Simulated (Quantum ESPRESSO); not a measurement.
Crystal: Hf.

```xyz
1
Lattice="-1.8050 1.8050 1.8050 1.8050 -1.8050 1.8050 1.8050 1.8050 -1.8050" Properties=species:S:1:pos:R:3 pbc="T T T"
Hf    0.0000    0.0000    0.0000
```

This isn't the form of Hf at room conditions, which is hcp.

```yaml
Program: Quantum ESPRESSO 7.5
Task: relaxation of cell and atoms
Functional: PBE
Dispersion: D4
Potentials_or_basis: PseudoDojo 0.4.1 SR PBE standard
Cutoff: 789 eV
Density_cutoff: 3157 eV
k_mesh: 10 × 10 × 10
Occupations: fermi-dirac, width 0.05 eV
Spin: no spin polarisation
```

At the start: pressure -6.2 GPa; volume 23.52 Å³/atom.

Question: How do energy, volume and symmetry change on relaxing?

Answer: Over 3 steps the energy falls by 30.6 meV/atom and the volume is 21.99 Å³/atom (-6.5 %); space group Im-3m (No. 229, to 0.05 Å).

Step by step:
```csv
step,energy change (eV),largest force (eV/Å),pressure (GPa),volume (Å³)
1,0.0000,0.0000,-6.22,23.52
2,-0.0254,0.0000,-2.72,22.62
3,-0.0306,0.0000,0.14,21.99
```

Final structure:
```yaml
crystal:
  lattice:
    - [3.05671, 0.00000, 0.00000]
    - [-1.01890, 2.88189, 0.00000]
    - [-1.01890, -1.44095, 2.49579]
  atoms:
    - { symbol: Hf, position: [0.00000, 0.00000, 0.00000] }
```

Caveat: pairwise dispersion overbinds metals, which lowers pressure and volume.
